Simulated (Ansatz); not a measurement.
# SnO2 monolayer (2H): a soft mode frozen in

Which phase does SnO2 monolayer (2H) fall into along its unstable mode, and how much energy does it gain?

Main program and level: Ansatz 0.2.0; DFT PBE, scalar-relativistic, plane waves, PAW.

**1. The structure**

The cell holds 3 atoms: 1 Sn and 2 O. Cell: a = 3.102 Å, b = 3.102 Å, c = 28.700 Å, α = 90.0°, β = 90.0°, γ = 120.0°. Vacuum lies along c.

**2. Phonons on a q mesh**

The cell comes from relaxations at this level that are not shown. Stability and thermal properties need the whole zone. Linear response on a 6×6×1 q mesh gives force constants as far as a supercell of that size would, and the tensors from the zone-centre run are typed in so that the long-range dipole term is interpolated apart.

input.yaml

```yaml
crystal:
  lattice:
    - [3.1019443762, 0.0, 0.0]
    - [-1.5509721881, 2.6863626309, 0.0]
    - [0.0, 0.0, 28.7]
  atoms:
    - { symbol: Sn, position: [0.3333333333, 0.6666666667, 0.3484320557] }
    - { symbol: O, position: [0.6666666667, 0.3333333333, 0.3913020119] }
    - { symbol: O, position: [0.6666666667, 0.3333333333, 0.3055620995] }
  periodic: [true, true, false]
kpoints:
  mp_grid: { grid: [12, 12, 1] }
hamiltonian:
  xc: pbe
scf:
  occupations: { method: fixed }
output:
  eigenvalues: true
phonons:
  method: dfpt
  qmesh: [6, 6, 1]
  temperatures: { t_max: 1000, t_step: 50 }
  qpath:
    path:
      - [0.0, 0.0, 0.0]
      - [0.5, 0.0, 0.0]
      - [0.33333333, 0.33333333, 0.0]
      - [0.0, 0.0, 0.0]
    npoints: 10
  isolated: true
  non_analytic_term:
    high_frequency_dielectric_tensor: [[1.8303, 0.0, 0.0], [0.0, 1.8303, 0.0], [0.0, 0.0, 1.1202]]
    born_effective_charges:
      - { species: Sn, tensor: [[4.1734, 0.0, 0.0], [0.0, 4.1734, 0.0], [0.0, 0.0, 0.5505]] }
      - { species: O, tensor: [[-2.0867, 0.0, 0.0], [0.0, -2.0867, 0.0], [0.0, 0.0, -0.2752]] }
      - { species: O, tensor: [[-2.0867, 0.0, 0.0], [0.0, -2.0867, 0.0], [0.0, 0.0, -0.2752]] }
    source: "zone-centre run at this cell"
```

On the command line:

```console
ansatz run input.yaml --threads 4 --pin off --max-ram 14336MiB --backend cpu --events-out ev --progress --plain --runs-dir out
```

Numbers of over 12 decimals in the logs are rounded to 6 here.

The log of the run:

```text
Warning: phonons: the dynamical matrix that this run interpolates holds no multipole term above the dipole-dipole one, and a site of this crystal is no centre of inversion, so its interpolated transverse optical and acoustic branches and sound speeds can stay off near Gamma, and the density of states and the thermodynamics with them. What a run solves at a wave vector of phonons.qpoints, Gamma apart, where the deck admits one, is free of this, and under fd what a larger phonons.supercell samples
Warning: crystal.symmetry: narrowed to the stabiliser of the run's FFT grids — unitary ops 12 → 6. A phonons.method: dfpt run fills in the rows of the dynamical matrix that it does not solve by its symmetry operations, which is exact only for operations that map its FFT grids onto themselves: filled in by any other, the frequencies could depend on the order in which like atoms are typed, or, by more than the grids' own error, on where the crystal sits among the grids' points. Excluded: 6 operations. The run can therefore solve more perturbations, solve them on more k-points, or both, and cost more. [rest of the remark cut]
Engine: ansatz 0.2.0, aarch64-unknown-linux-gnu
Pseudopotentials: kind: paw
Pseudopotential: Sn, paw, valence charge 14, recommended cutoff 420 eV (normal), Sn.paw.azcp
Pseudopotential: O, paw, valence charge 6, recommended cutoff 420 eV (normal), O.paw.azcp
Functional definition: PBE
  parameter kappa = 0.804
  parameter beta = 0.066725
  exchange = pbe_x(kappa = kappa, mu = beta*pi^2/3)
  correlation = pbe_c(beta = beta)
Crystal: 3 atoms, lattice volume = 239.156 Å³
Basis set: ecut = 420 eV, 4631 PW (Γ), exchange–correlation on 48×48×384 points (8 copies of the dense FFT grid, shifted against one another)
Bands: 17, of which v1, the nominal top of the filled ones, is band 13 counted from 1 (12 counted from 0)
Symmetry: 12 space group operations
k-points: 19 of 144 (irreducible under 6 space group operations, time reversal used)
Non-local potential: Sn, projectors of the file, l = 0: 2, l = 1: 2, l = 2: 2, l = 3: 2
Non-local potential: O, projectors of the file, l = 0: 2, l = 1: 2, l = 2: 1
PAW form: soft (Blöchl's): semilocal exchange-correlation on the pseudo side does not see the compensation charge
PAW one-centre angular grid: Sn, 590 points (default); XC on 64 Gauss nodes
PAW one-centre angular grid: O, 110 points (default); XC on 64 Gauss nodes
Initial density: superposition of atomic densities (neutral atoms: chi_scale 0, normalization atom), corrected by the library's trained network
Initial wavefunctions: pseudopotential atomic-orbital guess
Functional: x = pbe(κ = 0.804, μ = 0.219515), c = pbe(β = 0.066725)
SCF iter   1: F=—  HF=-7157.063320 eV  |F-HF|=—  |Δ(HF+E_count)|=         —  Δρ=2.42e-3  dr2=1.04e-2  ethr=1.77e-3  ⟨swp⟩=7.6  Hψ=2064  notcnv=0  defer=37
preconditioner: auto → none  [insulator: Δε(μ)=0.635 eV  Ē_g=18.644 eV  n_scr=16 (ndim 8)  ℏωp=12.2 eV  f_vac=0.812  ε∞_Penn≈1.4]
SCF iter   2: F=—  HF=-7157.060950 eV  |F-HF|=—  |Δ(HF+E_count)|=   2.37e-3  Δρ=1.37e-3  dr2=2.51e-3  ethr=4.01e-5  ⟨swp⟩=4.1  Hψ=1053  notcnv=0  defer=38
SCF iter   3: F=—  HF=-7157.060497 eV  |F-HF|=—  |Δ(HF+E_count)|=   4.53e-4  Δρ=6.09e-4  dr2=6.46e-4  ethr=9.65e-6  ⟨swp⟩=3.8  Hψ=715  notcnv=0  defer=38
SCF iter   4: F=—  HF=-7157.060432 eV  |F-HF|=—  |Δ(HF+E_count)|=   6.52e-5  Δρ=2.42e-4  dr2=8.94e-5  ethr=2.49e-6  ⟨swp⟩=2.8  Hψ=599  notcnv=0  defer=38
SCF iter   5: F=—  HF=-7157.060426 eV  |F-HF|=—  |Δ(HF+E_count)|=   5.84e-6  Δρ=6.27e-5  dr2=6.24e-6  ethr=3.44e-7  ⟨swp⟩=3.4  Hψ=656  notcnv=0  defer=38
SCF iter   6: F=—  HF=-7157.060438 eV  |F-HF|=—  |Δ(HF+E_count)|=   1.19e-5  Δρ=1.38e-5  dr2=3.40e-7  ethr=2.40e-8  ⟨swp⟩=3.4  Hψ=805  notcnv=0  defer=38
SCF iter   7: F=—  HF=-7157.060494 eV  |F-HF|=—  |Δ(HF+E_count)|=   5.55e-5  Δρ=3.56e-6  dr2=2.13e-8  ethr=1.31e-9  ⟨swp⟩=3.1  Hψ=707  notcnv=0  defer=38
SCF iter   8: F=—  HF=-7157.060494 eV  |F-HF|=—  |Δ(HF+E_count)|=   1.42e-7  Δρ=7.43e-7  dr2=8.15e-10  ethr=8.19e-11  ⟨swp⟩=3.4  Hψ=809  notcnv=0  defer=38
SCF iter   9: F=—  HF=-7157.060494 eV  |F-HF|=—  |Δ(HF+E_count)|=  2.72e-10  Δρ=8.29e-8  dr2=1.99e-11  ethr=3.13e-12  ⟨swp⟩=3.1  Hψ=747  notcnv=0  defer=38
SCF iter  10: F=-7157.060494 eV  HF=-7157.060494 eV  |F-HF|=1.82e-11  |Δ(HF+E_count)|=  3.18e-11  Δρ=1.44e-8  dr2=3.27e-13  ethr=1.00e-12  ⟨swp⟩=22.5  Hψ=3482  notcnv=0
SCF 1 converged in 10 iterations: F = -7157.060494 eV  dr2 = 3.27e-13
  greatest PAW one-centre occupation: 0.994 electrons in one spin orbital (limit 2), on the Sn atom at site 0 (counted from 0), in its partial waves of l = 2
NSCF: frozen V_eff on 19 k-points
NSCF: frozen V_eff on 43 k-points
DFPT response loops at q = (0, 0, 0) (fractional): preconditioner auto → none (the input reference at scf.mixing.eps_inf says where Resta's filter doesn't serve); β = 0.50; Broyden in place of MSR1
NSCF: frozen V_eff on 156 k-points
DFPT response loops at q = (0, 0.166667, 0) (fractional): mixed as the last ones told, above
NSCF: frozen V_eff on 156 k-points
DFPT response loops at q = (0, 0.333333, 0) (fractional): mixed as the last ones told, above
NSCF: frozen V_eff on 86 k-points
DFPT response loops at q = (0, -0.5, 0) (fractional): mixed as the last ones told, above
NSCF: frozen V_eff on 288 k-points
DFPT response loops at q = (0.166667, 0.166667, 0) (fractional): mixed as the last ones told, above
NSCF: frozen V_eff on 288 k-points
DFPT response loops at q = (0.166667, 0.333333, 0) (fractional): mixed as the last ones told, above
NSCF: frozen V_eff on 156 k-points
DFPT response loops at q = (0.333333, 0.333333, 0) (fractional): mixed as the last ones told, above
SCF converged after 10 iterations
Free energy (F): -7157.060494 eV
Harris-Foulkes:  -7157.060494 eV  (|F-HF|=1.82e-11)
Internal energy: -7157.060494 eV  (E = F + TS)
E sigma→0 (E₀):  -7157.060494 eV
Fermi energy:    -8.450400 eV
--- Per-component energies (eV) ---
  E_band       = -525.966978
  E_kinetic    = 535.434211
  E_local      = -45915.352953  (includes V_loc(G=0)·N_el)
  E_nonlocal   = 66.036319
  E_hartree    = 22753.951921
  E_xc         = -527.015345
  E_vxc        = -281.025213  (∫ρ·V_xc dr)
  E_paw        = -4460.100876  (= ΣΔE_a)
  E_vpaw       = -438.967893  (= ΣTr[D̂ρ^β])
  E_aug_tail   = 0.004663  (compensation charges beyond the density's cutoff)
  E_ewald      = 20389.981567
  E_smearing   = -0.000000  (= −TS)
  E_closure    = 0.000000  (closes the sum)
  Σ components = -7157.060494   (vs F -7157.060494, Δ=0.00e0)
--- Band table (eV; the first three rows and the last of 19) ---
  k-point 0: bands = [... 9 lower, -9.8227, -9.2633, -9.2633, -9.1250, -7.7997, -2.7628, -0.3454, -0.1089]
  k-point 1: bands = [... 9 lower, -9.9161, -9.5296, -9.2754, -9.0819, -7.3833, -2.4278, -0.2229, 0.0345]
  k-point 2: bands = [... 9 lower, -10.1649, -10.1559, -9.3080, -8.9735, -6.6191, -1.6033, -0.1670, 0.2775]
  k-point 18: bands = [... 9 lower, -11.6904, -11.4618, -10.3736, -8.4504, -3.8004, -3.6228, 1.2359, 1.9027]
--- Phonons (Γ-DFPT): 6 representative perturbations + reference (Σ response iterations 26) ---
  ASR residual: 3.437e-5 → 0.000e0 eV/Å²; symmetrization residual: 3.582e-6 eV/Å²
  The last average, over the group as it would stand without the narrowing to the FFT grids, took up to 4.526e-7 eV/Å² of the zone centre's force constants
  ASR residual per site (eV/Å²): 3.44e-5 1.16e-5 2.36e-5
  Γ frequencies (cm⁻¹): -74.79 -74.79 0.00 0.00 0.00 323.57 323.57 512.87 618.95
--- Phonons (arbitrary-q DFPT): 7 irreducible q on the 6×6×1 mesh ---
  q = [0.0000, 0.0000, 0.0000] (star 1, of the zone-centre solve; hermiticity 2.94e-7, symmetrization 3.80e-12, taken by the last average 1.86e-8): -74.79 -74.79 -0.00 0.00 0.00 323.57 323.57 512.87 618.95
  q = [0.0000, 0.1667, 0.0000] (star 6, 9 solved perturbations on 78 of 144 k-point pairs; hermiticity 3.34e-7, symmetrization 2.31e-11, taken by the last average 1.05e-7): 3.25 73.20 79.53 142.67 200.51 331.27 475.95 478.31 617.86
  q = [0.0000, 0.3333, 0.0000] (star 6, 9 solved perturbations on 78 of 144 k-point pairs; hermiticity 3.58e-7, symmetrization 1.86e-11, taken by the last average 4.78e-8): 35.42 131.19 157.52 255.46 322.56 343.78 430.33 468.05 615.95
  q = [0.0000, -0.5000, 0.0000] (star 3, 9 solved perturbations on 43 of 144 k-point pairs; hermiticity 2.79e-7, symmetrization 1.72e-11, taken by the last average 2.80e-8): 51.55 148.56 183.11 303.61 348.97 364.80 401.64 454.77 614.74
  q = [0.1667, 0.1667, 0.0000] (star 6, 6 solved perturbations in 666 linear systems a pass and spin channel, the states on 144 of 144 k-point pairs; hermiticity 4.79e-7, symmetrization 7.80e-11, taken by the last average 6.31e-8): 22.13 139.05 174.47 217.85 289.72 352.09 442.58 470.61 616.39
  q = [0.1667, 0.3333, 0.0000] (star 12, 9 solved perturbations on 144 of 144 k-point pairs: no pair is spared here; hermiticity 2.95e-7, symmetrization 0.00e0, taken by the last average 5.61e-8): 47.76 180.51 238.95 276.75 344.83 376.29 405.52 450.32 614.50
  q = [0.3333, 0.3333, 0.0000] (star 2, 6 solved perturbations in 327 linear systems a pass and spin channel, the states on 78 of 144 k-point pairs; hermiticity 4.94e-7, symmetrization 6.23e-8, taken by the last average 1.42e-7): 55.09 228.28 263.47 316.57 322.84 392.38 416.22 422.81 613.59
  sum rule: each row above includes the acoustic sum rule's correction from the zone centre's row sums; it moved no ω² by more than (0.63 cm⁻¹)²
  mesh force constants: q→R imaginary residual 4.39e-19; ASR residual 3.437e-5 → 0.000e0 eV/Å²; symmetrization residual 3.197e-14 eV/Å²
  interpolated dispersion: 31 rows × 9 modes
  density of states and harmonic sums: on the 24×24×1 q-mesh, interpolated from the force constants of a 6×6×1 supercell (with the dipole–dipole term of supplied tensors)
  largest difference from the sums on the solved wave vectors: F 2.93e-2 eV, S 3.24e-5 and C_V 3.53e-6 eV/K
  zero-point energy: 0.170725 eV/cell   skipped modes (ω ≤ 0): 17, of them read as no rigid motion or as one in doubt: 14 (1.701e-1 modes/cell left out, lowest -74.79 cm⁻¹)   left out of the sums: 1.95e-2 of the cell's modes: C_V's classical limit lies that fraction below 3 k_B per atom; for a crystal, a wire or a layer, F and S can be off by more, and a phonons.interpolated_qmesh denser along its periods is the remedy for the sampling
```

Wall time 8.4 min (4 threads of Arm Neoverse V1, shared host); peak memory 1.7 GiB; 33 min of CPU time.

Numbers from this step:

```
gap on the k-mesh                                       : 0.6507 eV
sum-rule residual before enforcement                    : 3.44e-5 eV/Å²
lowest frequency on the path                            : -74.79 cm⁻¹
point group                                             : -6m2
highest frequency on the path or at a solved wavevector : 619 cm⁻¹
area per atom                                           : 2.778 Å²
highest optical mode at the zone centre (no LO-TO term) : 619.0 cm⁻¹
lowest optical zone-centre mode                         : -74.79 cm⁻¹
lowest mode on the q mesh (acoustic modes at Γ apart)   : -74.79 cm⁻¹
```

Frequencies (cm⁻¹) solved at each irreducible wavevector; negative means imaginary. Frequencies by wavevector, by row:

| q in reciprocal lattice units | star | mode 1 | mode 2 | mode 3 | mode 4 | mode 5 | mode 6 | mode 7 | mode 8 | mode 9 |
| --- | --- | --- | --- | --- | --- | --- | --- | --- | --- | --- |
| 0 0 0 | 1 | -74.8 | -74.8 | 0 | 0 | 0 | 323.6 | 323.6 | 512.9 | 619 |
| 0 0.1667 0 | 6 | 3.2 | 73.2 | 79.5 | 142.7 | 200.5 | 331.3 | 475.9 | 478.3 | 617.9 |
| 0 0.3333 0 | 6 | 35.4 | 131.2 | 157.5 | 255.5 | 322.6 | 343.8 | 430.3 | 468.1 | 616 |
| 0 -0.5 0 | 3 | 51.5 | 148.6 | 183.1 | 303.6 | 349 | 364.8 | 401.6 | 454.8 | 614.7 |
| 0.1667 0.1667 0 | 6 | 22.1 | 139.1 | 174.5 | 217.8 | 289.7 | 352.1 | 442.6 | 470.6 | 616.4 |
| 0.1667 0.3333 0 | 12 | 47.8 | 180.5 | 238.9 | 276.8 | 344.8 | 376.3 | 405.5 | 450.3 | 614.5 |
| 0.3333 0.3333 0 | 2 | 55.1 | 228.3 | 263.5 | 316.6 | 322.8 | 392.4 | 416.2 | 422.8 | 613.6 |

Interpolated from a 6×6×1 q mesh, with the LO-TO term (at Γ the limit along the path; where Γ stands inside the path, tables give the limit on arrival). Phonon branches along the path, in cm⁻¹:

| point | branch 1 | branch 2 | branch 3 | branch 4 | branch 5 | branch 6 | branch 7 | branch 8 | branch 9 |
| --- | --- | --- | --- | --- | --- | --- | --- | --- | --- |
| Γ | -75 | -75 | 0 | 0 | 0 | 324 | 324 | 513 | 619 |
| halfway | 19 | 110 | 125 | 204 | 272 | 338 | 454 | 478 | 617 |
| M | 52 | 149 | 183 | 304 | 349 | 365 | 402 | 455 | 615 |
| halfway | 51 | 186 | 247 | 286 | 353 | 381 | 398 | 445 | 614 |
| K | 55 | 228 | 264 | 317 | 323 | 392 | 416 | 423 | 614 |
| halfway | 22 | 139 | 174 | 218 | 290 | 352 | 443 | 471 | 616 |
| Γ | -75 | -75 | 0 | 0 | 0 | 324 | 324 | 513 | 619 |

The phonon branches as a text plot (rows in cm⁻¹):

```
    605 |********************************************************
    576 |
    547 |
    518 |***                                                 ****
    489 |   ********                                  *******
    460 |   ***********************            **********  **
    431 | **        ****           ************   ****       ***
    402 |               **************************
    373 |                 **********           *****
    344 |     ******************  ******   *******  *******
    315 |*****      **      ***         ***       **       ******
    287 |               ****   *********   ****     **
    258 |         **  **           ** **************  ***
    229 |       **  **            *   *******       **
    200 |         **          **** ***       **   **     **
    171 |     ****    ********  ***            **********
    142 |     **    ************                    *********
    113 |   **    ****                                ***  **
     84 |   ******                                       **
     55 | ******        **************************         *****
     26 | **      ******                          ****     *****
     -3 |*********                                    *****  ****
    -31 |   **                                             **
    -60 |***                                                 ****
         Γ                   M           K                      Γ
```

Symmetry leaves 7 wavevectors to solve. The lowest mode among them, the acoustic zeros apart, lies at Γ and is imaginary, 74.8i cm⁻¹, so the energy falls along it.

**3. The mode frozen in, largest atomic shift 0 Å**

The mode followed lies at Γ with frequency 74.8i cm⁻¹ and is 2-fold degenerate, the softest among the wavevectors solved. At small amplitude the distorted cell has space group no. 1 by a symmetry search on the positions. The undistorted cell that holds it gives the zero of energy on the same k mesh.

input.yaml, the sections that differ from step 2:

```yaml
scf:
  occupations: { method: gaussian, width: 0.02 }
output:
  forces: true
  stress: true
  eigenvalues: true
# crystal, kpoints, hamiltonian: as in step 2
# phonons: removed
```

The log of the run:

```text
[...]
Crystal: 3 atoms, lattice volume = 239.156 Å³
Basis set: ecut = 420 eV, 4631 PW (Γ), exchange–correlation on 48×48×384 points (8 copies of the dense FFT grid, shifted against one another)
Bands: 17, of which v1, the nominal top of the filled ones, is band 13 counted from 1 (12 counted from 0)
Symmetry: 12 space group operations
[...]
--- Band table (eV; the first three rows and the last of 19) ---
  k-point 0: bands = [... 9 lower, -9.8227, -9.2633, -9.2633, -9.1250, -7.7997, -2.7627, -0.3441, -0.1070]
  k-point 1: bands = [... 9 lower, -9.9160, -9.5296, -9.2754, -9.0818, -7.3833, -2.4278, -0.2216, 0.0364]
  k-point 2: bands = [... 9 lower, -10.1649, -10.1558, -9.3079, -8.9734, -6.6191, -1.6033, -0.1668, 0.2786]
  k-point 18: bands = [... 9 lower, -11.6904, -11.4618, -10.3736, -8.4504, -3.8004, -3.6227, 1.2359, 1.9028]
[key lines of the parts left out:]
SCF converged after 8 iterations
Free energy (F): -7157.060494 eV
Fermi energy:    -8.124810 eV
P = ½ c Tr σ = -0.0003 N/m
```

Wall time 2.7 s (4 threads); peak memory 0.47 GiB.

This step gave:

* energy from the undistorted cell: 0 meV/atom

**4. The mode frozen in, largest atomic shift 0.08 Å**

The atoms are moved along the unstable eigenvector, the largest shift by 0.08 Å, with the cell fixed.

input.yaml, the sections that differ from step 3:

```yaml
crystal:
  lattice:
    - [3.1019443762, 0.0, 0.0]
    - [-1.5509721881, 2.6863626309, 0.0]
    - [0.0, 0.0, 28.7]
  atoms:
    - { symbol: Sn, position: [0.3333333333, 0.6666666667, 0.3484320557] }
    - { symbol: O, position: [0.670774013, 0.360930804, 0.3913020119] }
    - { symbol: O, position: [0.6625593203, 0.3057358627, 0.3055620995] }
  periodic: [true, true, false]
# kpoints, hamiltonian, scf, output: as in step 3
```

The log of the run:

```text
[...]
Crystal: 3 atoms, lattice volume = 239.156 Å³
Basis set: ecut = 420 eV, 4631 PW (Γ), exchange–correlation on 48×48×384 points (8 copies of the dense FFT grid, shifted against one another)
Bands: 17, of which v1, the nominal top of the filled ones, is band 13 counted from 1 (12 counted from 0)
Symmetry: 1 space group operations
[...]
k-points: 74 of 144 (time reversal used)
[...]
--- Band table (eV; the first three rows and the last of 74) ---
  k-point 0: bands = [... 9 lower, -9.8272, -9.2726, -9.2639, -9.1097, -7.7637, -2.7675, -0.3434, -0.1133]
  k-point 1: bands = [... 9 lower, -9.9230, -9.5305, -9.2766, -9.0763, -7.3545, -2.4326, -0.2205, 0.0291]
  k-point 2: bands = [... 9 lower, -10.1992, -10.1181, -9.3086, -8.9761, -6.5972, -1.6105, -0.1416, 0.2798]
  k-point 73: bands = [... 9 lower, -11.8064, -11.0964, -9.4456, -8.5301, -4.6790, -4.0053, 0.8354, 2.2053]
[key lines of the parts left out:]
SCF converged after 10 iterations
Free energy (F): -7157.061925 eV
Fermi energy:    -8.115390 eV
P = ½ c Tr σ = 0.3105 N/m
```

Elapsed: 10 s, on 4 threads; peak memory 0.63 GiB.

Numbers from this step:

```yaml
gap_on_the_k_mesh: 0.7039 eV
energy_from_the_undistorted_cell: -0.477 meV/atom
```

The energy, extrapolated to zero smearing, is -0.48 meV/atom against the undistorted cell.

**5. Energy along the mode, all amplitudes (two of the runs are shown above)**

An imaginary frequency means negative curvature, so the energy should fall and then rise again as anharmonic terms take over.

Numbers from this step:

- depth at the lowest point sampled: 0.477 meV/atom
- largest atomic shift at that point: 0.08 Å

The energy from the parent by largest atomic shift:

```
largest atomic shift (Å)  energy from the parent (meV/atom)
                  0.0000                                  0
                  0.0400                             -0.161
                  0.0800                             -0.477
                  0.1400                             -0.101
                  0.2200                               6.49
```

Displacement at unit largest shift by atom:

```csv
atom,x (Å),y (Å),z (Å),size
Sn1,0.00,0.00,0.00,0.00
O2,-0.38,0.93,0.00,1.00
O3,0.38,-0.93,0.00,1.00
```

The lowest of the steps tried is at 0.08 Å, 0.477 meV/atom below the parent; the bottom of the well need not coincide with a step.

(Continued in part 2 of 3.)

[Logs are printed without paths, hosts, clocks, repeated set-up lines and the standing remarks that a program may print on its own settings, such as how far it seeks lower states.]

[Hosts, paths, dates, database ids (printed as entryN), source tags and the programs' standing remarks are cut or masked in the printed files.]
